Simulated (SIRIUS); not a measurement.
A run of SIRIUS 7.12.0 is set up as follows.

File sirius.json:

```json
{
  "control": {
    "processing_unit": "cpu",
    "std_evp_solver_name": "lapack",
    "gen_evp_solver_name": "lapack",
    "verbosity": 2,
    "print_forces": true,
    "ortho_rf": true,
    "use_second_variation": true,
    "rmt_max": 3.0,
    "num_bands_to_print": 24,
    "save_wf": true
  },
  "parameters": {
    "electronic_structure_method": "full_potential_lapwlo",
    "xc_functionals": ["XC_GGA_X_PBE", "XC_GGA_C_PBE"],
    "core_relativity": "dirac",
    "valence_relativity": "iora",
    "num_fv_states": 29,
    "smearing": "gaussian",
    "smearing_width": 0.0036749322,
    "pw_cutoff": 20,
    "gk_cutoff": 3.5,
    "lmax_apw": 10,
    "lmax_rho": 8,
    "lmax_pot": 8,
    "num_mag_dims": 0,
    "auto_rmt": 0,
    "ngridk": [8, 8, 8],
    "shiftk": [0, 0, 0],
    "num_dft_iter": 80,
    "energy_tol": 1e-07,
    "density_tol": 1e-05,
    "use_symmetry": true
  },
  "settings": {"tol_ne": 1e-10},
  "iterative_solver": {"type": "exact"},
  "mixer": {"type": "anderson", "beta": 0.5, "max_history": 8},
  "unit_cell": {
    "lattice_vectors": [
      [0.0, 0.707106781186, 0.707106781186],
      [0.707106781186, 0.0, 0.707106781186],
      [0.707106781186, 0.707106781186, 0.0]
    ],
    "atom_types": ["Se", "Sn"],
    "atom_files": {"Se": "Se.json", "Sn": "Sn.json"},
    "atoms": {"Se": [[0.5, 0.5, 0.5]], "Sn": [[0.0, 0.0, 0.0]]},
    "lattice_vectors_scale": 7.8236540118
  }
}
```

File Se.json:

```json
{
  "name": "selenium",
  "symbol": "Se",
  "number": 34,
  "mass": 78.96,
  "rmin": 1e-06,
  "rmt": 2.4,
  "nrmt": 800,
  "rinf": 13.6,
  "core": "1s2s2p3s",
  "valence": [
    {"basis": [{"enu": 0.0, "dme": 0, "n": 0, "auto": 0}, {"enu": 0.0, "dme": 1, "n": 0, "auto": 0}]},
    {"l": 0, "n": 1, "basis": [{"enu": -0.0483, "dme": 0, "n": 0, "auto": 0}]},
    {"l": 1, "n": 2, "basis": [{"enu": 0.1, "dme": 0, "n": 0, "auto": 0}]},
    {"l": 2, "n": 3, "basis": [{"enu": 0.1, "dme": 0, "n": 0, "auto": 0}]},
    {"l": 3, "n": 4, "basis": [{"enu": 0.1, "dme": 0, "n": 0, "auto": 0}]}
  ],
  "lo": [
    {
      "l": 0,
      "basis": [{"enu": -0.0483, "dme": 0, "n": 0, "auto": 0}, {"enu": -0.0483, "dme": 1, "n": 0, "auto": 0}]
    },
    {
      "l": 0,
      "basis": [{"enu": -0.0483, "dme": 1, "n": 0, "auto": 0}, {"enu": -0.0483, "dme": 2, "n": 0, "auto": 0}]
    },
    {
      "l": 0,
      "basis": [{"enu": -0.0483, "dme": 0, "n": 0, "auto": 0}, {"enu": 2.035, "dme": 0, "n": 0, "auto": 0}]
    },
    {"l": 1, "basis": [{"enu": 0.1, "dme": 0, "n": 0, "auto": 0}, {"enu": 0.1, "dme": 1, "n": 0, "auto": 0}]},
    {
      "l": 1,
      "basis": [{"enu": -5.2606, "dme": 0, "n": 3, "auto": 1}, {"enu": -5.2606, "dme": 1, "n": 3, "auto": 1}]
    },
    {"l": 1, "basis": [{"enu": -5.2606, "dme": 1, "n": 3, "auto": 1}, {"enu": 0.1, "dme": 0, "n": 0, "auto": 0}]},
    {"l": 1, "basis": [{"enu": 0.1, "dme": 0, "n": 0, "auto": 0}, {"enu": 3.2944, "dme": 0, "n": 0, "auto": 0}]},
    {"l": 2, "basis": [{"enu": 0.1, "dme": 0, "n": 0, "auto": 0}, {"enu": 0.1, "dme": 1, "n": 0, "auto": 0}]},
    {
      "l": 2,
      "basis": [{"enu": -1.6195, "dme": 0, "n": 3, "auto": 1}, {"enu": -1.6195, "dme": 1, "n": 3, "auto": 1}]
    },
    {"l": 2, "basis": [{"enu": -1.6195, "dme": 1, "n": 3, "auto": 1}, {"enu": 0.1, "dme": 0, "n": 0, "auto": 0}]},
    {"l": 2, "basis": [{"enu": 0.1, "dme": 0, "n": 0, "auto": 0}, {"enu": 3.7111, "dme": 0, "n": 0, "auto": 0}]},
    {"l": 3, "basis": [{"enu": 0.1, "dme": 0, "n": 0, "auto": 0}, {"enu": 0.1, "dme": 1, "n": 0, "auto": 0}]},
    {"l": 3, "basis": [{"enu": 0.1, "dme": 0, "n": 0, "auto": 0}, {"enu": 3.1208, "dme": 0, "n": 0, "auto": 0}]}
  ],
  "free_atom": [... radial grid and density of the free atom, the start of the SCF ...]
}
```

Sn.json

```json
{
  "name": "tin",
  "symbol": "Sn",
  "number": 50,
  "mass": 118.71,
  "rmin": 1e-06,
  "rmt": 2.54,
  "nrmt": 800,
  "rinf": 17.22,
  "core": "1s2s2p3s3p3d",
  "valence": [
    {"basis": [{"enu": 0.0, "dme": 0, "n": 0, "auto": 0}, {"enu": 0.0, "dme": 1, "n": 0, "auto": 0}]},
    {"l": 0, "n": 1, "basis": [{"enu": 0.023, "dme": 0, "n": 0, "auto": 0}]},
    {"l": 1, "n": 2, "basis": [{"enu": 0.1, "dme": 0, "n": 0, "auto": 0}]},
    {"l": 2, "n": 3, "basis": [{"enu": 0.1, "dme": 0, "n": 0, "auto": 0}]},
    {"l": 3, "n": 4, "basis": [{"enu": 0.1, "dme": 0, "n": 0, "auto": 0}]}
  ],
  "lo": [
    {"l": 0, "basis": [{"enu": 0.023, "dme": 0, "n": 0, "auto": 0}, {"enu": 0.023, "dme": 1, "n": 0, "auto": 0}]},
    {
      "l": 0,
      "basis": [{"enu": -4.6545, "dme": 0, "n": 4, "auto": 1}, {"enu": -4.6545, "dme": 1, "n": 4, "auto": 1}]
    },
    {
      "l": 0,
      "basis": [{"enu": -4.6545, "dme": 1, "n": 4, "auto": 1}, {"enu": 0.023, "dme": 0, "n": 0, "auto": 0}]
    },
    {"l": 0, "basis": [{"enu": 0.023, "dme": 0, "n": 0, "auto": 0}, {"enu": 2.503, "dme": 0, "n": 0, "auto": 0}]},
    {"l": 1, "basis": [{"enu": 0.1, "dme": 0, "n": 0, "auto": 0}, {"enu": 0.1, "dme": 1, "n": 0, "auto": 0}]},
    {
      "l": 1,
      "basis": [{"enu": -3.0443, "dme": 0, "n": 4, "auto": 1}, {"enu": -3.0443, "dme": 1, "n": 4, "auto": 1}]
    },
    {"l": 1, "basis": [{"enu": -3.0443, "dme": 1, "n": 4, "auto": 1}, {"enu": 0.1, "dme": 0, "n": 0, "auto": 0}]},
    {"l": 1, "basis": [{"enu": 0.1, "dme": 0, "n": 0, "auto": 0}, {"enu": 2.952, "dme": 0, "n": 0, "auto": 0}]},
    {"l": 2, "basis": [{"enu": 0.1, "dme": 0, "n": 0, "auto": 0}, {"enu": 0.1, "dme": 1, "n": 0, "auto": 0}]},
    {
      "l": 2,
      "basis": [{"enu": -0.7116, "dme": 0, "n": 4, "auto": 1}, {"enu": -0.7116, "dme": 1, "n": 4, "auto": 1}]
    },
    {"l": 2, "basis": [{"enu": -0.7116, "dme": 1, "n": 4, "auto": 1}, {"enu": 0.1, "dme": 0, "n": 0, "auto": 0}]},
    {"l": 2, "basis": [{"enu": 0.1, "dme": 0, "n": 0, "auto": 0}, {"enu": 3.324, "dme": 0, "n": 0, "auto": 0}]},
    {"l": 3, "basis": [{"enu": 0.1, "dme": 0, "n": 0, "auto": 0}, {"enu": 0.1, "dme": 1, "n": 0, "auto": 0}]},
    {"l": 3, "basis": [{"enu": 0.1, "dme": 0, "n": 0, "auto": 0}, {"enu": 2.797, "dme": 0, "n": 0, "auto": 0}]}
  ],
  "free_atom": [... radial grid and density of the free atom, the start of the SCF ...]
}
```

Contents of sirius_start.json:

```json
{
  "control": {
    "processing_unit": "cpu",
    "std_evp_solver_name": "lapack",
    "gen_evp_solver_name": "lapack",
    "verbosity": 1,
    "print_forces": false,
    "ortho_rf": true,
    "use_second_variation": true,
    "rmt_max": 3.0,
    "num_bands_to_print": 24,
    "save_wf": false
  },
  "parameters": {
    "electronic_structure_method": "full_potential_lapwlo",
    "xc_functionals": ["XC_LDA_X", "XC_LDA_C_PW"],
    "core_relativity": "dirac",
    "valence_relativity": "iora",
    "num_fv_states": 29,
    "smearing": "fermi_dirac",
    "smearing_width": 0.0055123983,
    "pw_cutoff": 20,
    "gk_cutoff": 2.8,
    "lmax_apw": 10,
    "lmax_rho": 8,
    "lmax_pot": 8,
    "num_mag_dims": 0,
    "auto_rmt": 0,
    "ngridk": [3, 3, 3],
    "shiftk": [0, 0, 0],
    "num_dft_iter": 30,
    "energy_tol": 0.01,
    "density_tol": 0.05,
    "use_symmetry": true
  },
  "settings": {"tol_ne": 1e-10},
  "iterative_solver": {"type": "exact"},
  "mixer": {"type": "anderson", "beta": 0.5, "max_history": 8},
  "unit_cell": {
    "lattice_vectors": [
      [0.0, 0.707106781186, 0.707106781186],
      [0.707106781186, 0.0, 0.707106781186],
      [0.707106781186, 0.707106781186, 0.0]
    ],
    "atom_types": ["Se", "Sn"],
    "atom_files": {"Se": "Se.json", "Sn": "Sn.json"},
    "atoms": {"Se": [[0.5, 0.5, 0.5]], "Sn": [[0.0, 0.0, 0.0]]},
    "lattice_vectors_scale": 7.8236540118
  }
}
```

Potentials or basis: all-electron FP-LAPW, apw+lo standard.

Command:

```sh
$ OMP_NUM_THREADS=1 sirius.scf --input=sirius_start.json --output=start.json
$ OMP_NUM_THREADS=1 sirius.scf --input=sirius.json --output=output.json --task=1
```

Question: Estimate the band gap on the k mesh.

Answer: 0.77 eV, indirect (least direct gap 0.95 eV).

Caveat: spin-orbit coupling is left out, which moves the levels of the heavy elements. A k mesh can miss the band edges.
